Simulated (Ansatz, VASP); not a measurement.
# Pb: VASP beside Ansatz

The input INCAR:

```
SYSTEM = Pb
ALGO = Fast
EDIFF = 1E-6
ENCUT = 520
GGA = CA
ISIF = 2
ISMEAR = -1
LASPH = .TRUE.
LCHARG = .FALSE.
LREAL = .FALSE.
LWAVE = .FALSE.
NBANDS = 21
NELM = 80
PREC = Accurate
SIGMA = 0.05
```

The input KPOINTS:

```
k-points
0
G
  5 5 3
  0 0 0
```

POSCAR

```
Pb
1.0
    3.0386068135     -1.7503199600      0.0000000000
    3.0386068135      1.7503199600      0.0000000000
   -2.1154626375      0.0000000000      6.0952248674
Pb
2
Direct
    0.9085084100      0.9085084100      0.7262922000
    0.0914915900      0.0914915900      0.2737078000
```

The input input.yaml:

```yaml
crystal:
  lattice:
    - [3.0386068135, -1.75031996, 0.0]
    - [3.0386068135, 1.75031996, 0.0]
    - [-2.1154626375, 0.0, 6.0952248674]
  atoms:
    - { symbol: Pb, position: [0.90850841, 0.90850841, 0.7262922] }
    - { symbol: Pb, position: [0.09149159, 0.09149159, 0.2737078] }
hamiltonian:
  xc: lda
  pseudopotentials: { kind: paw }
kpoints:
  mp_grid: { grid: [5, 5, 3] }
  band_path:
    path:
      - [[0.0, 0.0, 0.0], [-0.5, -0.5, 0.0], [-0.526282425, -0.526282425, 0.1702002292], [-0.5, -0.5, 0.5], [-0.6857609943, -0.3142390057, 0.5]]
      - [[-0.3142390057, 0.3142390057, 0.5], [0.0, 0.0, 0.5], [-0.473717575, -0.473717575, 0.8297997708]]
      - [[-0.5, -0.5, 0.0], [-0.6570560781, -0.3429439219, 0.0]]
      - [[-0.3429439219, 0.3429439219, 0.0], [0.0, 0.0, 0.0], [-0.5, 0.0, 0.0]]
      - [[-0.5, 0.0, 0.5], [0.0, 0.0, 0.0]]
    npoints: 14
scf:
  occupations: { method: fermi_dirac, width: 0.05 }
  n_extra_bands: 6
output:
  forces: true
  stress: true
  eigenvalues: true
  fatbands: true
```

This isn't the form of Pb at room conditions, which is fcc.

Alike in both runs: functional LDA; k mesh 5 × 5 × 3; occupations fermi-dirac, width 0.05 eV; no spin polarisation.

|  | VASP | Ansatz |
| --- | --- | --- |
| version | VASP 6.6.1 | Ansatz 0.2.0 |
| potentials or method | VASP PAW LDA potentials, release 64 (Pb_d) | Ansatz PAW |
| plane-wave cutoff (eV) | 520 | 420 |
| valence electrons in the cell | 28 | 28 |
| task | single point | band structure |

|  | VASP | Ansatz | Ansatz less VASP |
| --- | --- | --- | --- |
| gap on the k mesh at the Fermi level (eV) | none | none | - |
| pressure (GPa) | -2.8 | -2.8 | -0.02 |
| largest component of the traceless stress (GPa) | 1.09 | 1.07 | -0.019 |
| rms of the force components (eV/Å) | 0.052 | 0.055 | +0.0032 |

Atom by atom the forces differ by 0.005 eV/Å (rms over components). A gap of «none» marks a metal or a gap that the smearing closes.

Caveats: the k mesh is coarse (spacing up to 0.42 Å⁻¹), so the values aren't converged; spin-orbit coupling is left out, which moves the levels of the heavy elements (Ansatz); the PAW data sets come from PBE, with cores solved anew for the run's functional, which leaves a small shift of forces and pressure (Ansatz). The runs have no spin-orbit coupling, so splittings on Pb are missing.
